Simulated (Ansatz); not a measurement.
Wanted: the native input for an Ansatz 0.2.0 run.

- Task: single point
- Functional: PBE
- Potentials or basis: Ansatz PAW
- Cutoff: 420 eV (not typed: the program's choice for these potentials)
- k mesh: 6 × 6 × 7
- Occupations: fermi-dirac, width 0.05 eV
- Spin: collinear spin, ferromagnetic start
- Starting moments: [0.0, 0.0, 0.0, 3.0, 3.0, 3.0] μB

FeGe:

```xyz
6
Lattice="4.9976 0.0000 0.0000 -2.4988 4.3281 0.0000 0.0000 0.0000 4.1158" Properties=species:S:1:pos:R:3 pbc="T T T"
Ge    2.4988    1.4427    2.0579
Ge    0.0000    2.8854    2.0579
Ge    0.0000    0.0000    0.0000
Fe   -1.2494    2.1640    0.0000
Fe    1.2494    2.1640    0.0000
Fe    2.4988    0.0000    0.0000
```

The cell is a database's computed one.

The input as run:

input.yaml

```yaml
crystal:
  lattice:
    - [4.9976023358, 0.0, 0.0]
    - [-2.4988011679, 4.3280505808, 0.0]
    - [0.0, 0.0, 4.11576135]
  atoms:
    - { symbol: Ge, position: [0.6666666667, 0.3333333333, 0.5] }
    - { symbol: Ge, position: [0.3333333333, 0.6666666667, 0.5] }
    - { symbol: Ge, position: [0.0, 0.0, 0.0] }
    - { symbol: Fe, position: [0.0, 0.5, 0.0], spin: 3.0 }
    - { symbol: Fe, position: [0.5, 0.5, 0.0], spin: 3.0 }
    - { symbol: Fe, position: [0.5, 0.0, 0.0], spin: 3.0 }
hamiltonian:
  xc: pbe
  pseudopotentials: { kind: paw }
magnetization:
  spin_polarized: true
kpoints:
  mp_grid: { grid: [6, 6, 7] }
scf:
  occupations: { method: fermi_dirac, width: 0.05 }
output:
  forces: true
  stress: true
  eigenvalues: true
```

Potentials or basis: Ansatz PAW.

Run with:

```sh
$ ansatz run input.yaml --threads 2 --pin off --max-ram 5632MiB --backend cpu --events-out ev --progress --plain --runs-dir out
```

It gave:

```
Pressure               : -4.0 GPa
Band gap on the k mesh : none (metal or under the smearing width)
Net moment             : 4.32 μB per cell
Absolute moment        : 4.99 μB per cell
Site moments           : Ge -0.04, -0.07; Fe +1.52 μB
```

Wall time 12 s on 2 threads of Intel(R) Xeon(R) Platinum 8488C (Sapphire Rapids) (shared host), peak memory 0.6 GiB.
